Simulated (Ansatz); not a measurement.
Starting cell, CsCl (CsCl type):

```
CELL_PARAMETERS angstrom
      8.41177     0.00000     0.00000
      0.00000     4.20589     0.00000
      0.00000     0.00000     4.20589
ATOMIC_POSITIONS crystal
  Cs 0.00000 0.00000 0.00000
  Cs 0.50000 0.00000 0.00000
  Cl 0.25000 0.50000 0.50000
  Cl 0.75000 0.50000 0.50000
```

A phonon eigenvector at X = (0.5, 0.0, 0.0) is frozen into this cell: atom i moves by Q times the vector below, so Q is the largest atomic displacement, in Å. The cell is held. It is one choice among 2 degenerate patterns. (q is in reciprocal vectors of the primitive cell; the cell shown is doubled to hold the pattern.)

```json
[
 {"atom": "Cl3", "x": "0.000", "y": "0.000", "z": "1.000"},
 {"atom": "Cl4", "x": "0.000", "y": "0.000", "z": "-1.000"}
]
```

Atoms not listed stay in place.

All values below come from PBE (plane waves to 420 eV, PAW, scalar-relativistic; Ansatz, a quantum-chemistry and plane-wave program). k mesh 4×8×8 (Γ-centred), Fermi-Dirac smearing 0.05 eV. The energy includes the smearing's −TS. CsCl was relaxed with its symmetry unable to fall. ΔE is measured from the undisplaced structure.

```
Q (Å)   ΔE (meV/cell)
------  -------------
-0.180           21.0
-0.120            9.3
-0.060            2.3
0.000             0.0
0.060             2.3
0.120             9.3
0.180            21.0
```

Q: Which DFPT wavenumber at X = (0.5, 0.0, 0.0) belongs to this mode?
A. 136 cm⁻¹
B. 29 cm⁻¹
C. 70 cm⁻¹

A: C, 70 cm⁻¹. The curvature of the scan gives 70 cm⁻¹

(For displaced atoms, the force is minus the slope of the energy, and its curvature is a force constant, which sets phonon frequencies.)
